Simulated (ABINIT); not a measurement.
Ru, 2 atoms in the cell. Symmetry: P6_3/mmc, No. 194, hexagonal system. The conventional cell has a = 2.706 Å, b = 2.706 Å, c = 4.282 Å, α = 90.00°, β = 90.00°, γ = 120.00°. Ru (site symmetry -6m2) is surrounded by 12 Ru at 2.65 to 2.71 Å. 

```yaml
Program: ABINIT 10.8.3 (patched build)
Task: band structure
Functional: AM05
Potentials_or_basis: JTH PAW PBE v2.0
Cutoff: 408 eV
k_mesh: 11 × 11 × 6
Occupations: fermi-dirac, width 0.05 eV
Spin: no spin polarisation
Fine-grid_cutoff: 816.342 eV
Exchange_and_correlation_inside_the_PAW_spheres: full angular mesh (pawxcdev 0, this build's default; the released program takes 1)
```

Potentials or basis: JTH PAW PBE v2.0.

Launch:

```console
$ abinit run.abi > log 2>&1
```

Hardware: 1 thread of Intel(R) Xeon(R) 6975P-C (Granite Rapids) (shared host).

Q: How long does it take, and how much memory?

A: It took 28 s on 1 thread of Intel(R) Xeon(R) 6975P-C (Granite Rapids), on a shared host, peak memory 0.11 GiB. Counts: scf iterations 10, k points 64, bands 20, plane waves 523.
